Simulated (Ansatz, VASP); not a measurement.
## Al3Au in VASP and in Ansatz

```xyz
4
Lattice="2.7946 0.0000 0.0000 0.0000 2.7946 0.0000 0.0000 0.0000 7.6438" Properties=species:S:1:pos:R:3 pbc="T T T"
Al    0.0000    0.0000    3.8219
Al    1.3973    1.3973    1.6869
Al    1.3973    1.3973    5.9569
Au    0.0000    0.0000    0.0000
```

Alike in both runs: task relaxation of cell and atoms; functional PBEsol; k mesh 8 × 8 × 4; occupations gaussian, width 0.1 eV; no spin polarisation.

|  | VASP | Ansatz |
| --- | --- | --- |
| version | VASP 6.6.1 | Ansatz 0.2.0 |
| potentials or method | VASP PAW PBE potentials, release 64 (Al, Au) | scalar-relativistic, plane waves, PAW |
| plane-wave cutoff (eV) | 600 | 420 |
| valence electrons in the cell | 20 | 28 |

```tsv
	VASP	Ansatz	Ansatz less VASP
gap on the k mesh at the Fermi level, each at its own relaxed structure (eV)	none	none	-
relaxed volume (Å³/atom)	16.20	16.23	+0.028
relaxed cell length with the largest relative difference (Å)	7.627	7.647	+0.0202
energy change over the relaxation (meV/atom)	-143	-145	-2.3
```

A gap of «none» marks a metal or a gap that the smearing closes. The two sets of potentials don't hold the same shells in valence.

Caveats: the PAW data sets were made with another functional, which shifts forces and pressure a little (VASP). The runs have no spin-orbit coupling, so splittings on Au are missing.
